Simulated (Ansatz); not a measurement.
# CuI: convergence with the PAW cutoff

The task here is to estimate one member of a computed series from the others.

The COD entry's cell or inner coordinates are ideal or old and differ from later refinements, so a difference from it is no clean test against experiment.

Program: Ansatz 0.2.0. Level of theory: DFT, PBE, PAW with Ansatz's default frozen-core files, scalar-relativistic. These are calculated values, not measurements.

## Starting point

Symmetry: F-43m, No. 216, cubic system. Conventional cell: a = 6.063 Å, b = 6.063 Å, c = 6.063 Å, α = 90.00°, β = 90.00°, γ = 90.00°. Around Cu (site symmetry -43m) lie 4 I at 2.63 Å. I (site symmetry -43m) is surrounded by 4 Cu at 2.63 Å.

Structure file:

```cif
data_structure
_symmetry_space_group_name_H-M 'P 1'
_symmetry_Int_Tables_number 1
_cell_length_a 4.2872
_cell_length_b 4.2872
_cell_length_c 4.2872
_cell_angle_alpha 60.000
_cell_angle_beta 60.000
_cell_angle_gamma 60.000
_cell_volume 55.72
loop_
_atom_site_label
_atom_site_type_symbol
_atom_site_fract_x
_atom_site_fract_y
_atom_site_fract_z
_atom_site_occupancy
Cu1 Cu 0.75000 0.75000 0.75000 1
I1 I 0.00000 0.00000 0.00000 1
```

The geometry is a database entry used as it stands. It may stem from high pressure or temperature, or be incomplete, so it serves as a test cell.

Atoms are numbered in the order of the input: Cu1, I2.

The first run:

input.yaml

```yaml
crystal:
  lattice:
    - [0.0, 3.0315, 3.0315]
    - [3.0315, 0.0, 3.0315]
    - [3.0315, 3.0315, 0.0]
  atoms:
    - { symbol: Cu, position: [0.75, 0.75, 0.75] }
    - { symbol: I, position: [0.0, 0.0, 0.0] }
kpoints:
  mp_grid: { grid: [9, 9, 9] }
scf:
  occupations: { method: fermi_dirac, width: 0.03 }
hamiltonian:
  xc: pbe
  pseudopotentials: { kind: paw }
output:
  forces: true
  stress: true
  eigenvalues: true
  efg: { contact_densities: true }
basis:
  ecutwfc: 150
```

On the command line:

```sh
$ ansatz run input.yaml --threads 1 --pin off --max-ram 2048MiB --backend cpu --events-out ev --progress --plain --runs-dir out
```

Steps of the session up to this table: With PAW files, cutoff 150 eV; With PAW files, cutoff 200 eV; With PAW files, cutoff 300 eV; With PAW files, cutoff 500 eV; With PAW files, cutoff 800 eV.

One of the session's tables, all rows but one given; the rest of the session is left out.

It belongs to the step «The sweep in one table». 

```
cutoff (eV)  pressure (GPa)  gap on the k mesh (eV)
        150           19.86                    2.97
        200            3.33                    2.03
        300               ?                       ?
        500            0.31                    1.12
        800            0.31                    1.12
```

**Question.** Estimate the row for cutoff (eV) = 300.

Worked estimate for «pressure (GPa)». A straight line through the neighbours (200, 3.33) and (500, 0.31) gives 3.33 + (0.31 − 3.33) × (300 − 200) / (500 − 200) = 2.32; a parabola fitted to 4 rows on both sides gives 4.81.

The run gave: pressure (GPa): 0.65; gap on the k mesh (eV): 1.17. In «pressure (GPa)» the line misses by +1.67 and the parabola by +4.16. Between these rows the values bend or scatter more than so simple an estimate can follow.

Energies are those extrapolated to zero smearing.

To keep in mind: Warnings in the runs' records: gradients without spin orbit, cutoff below recommended.
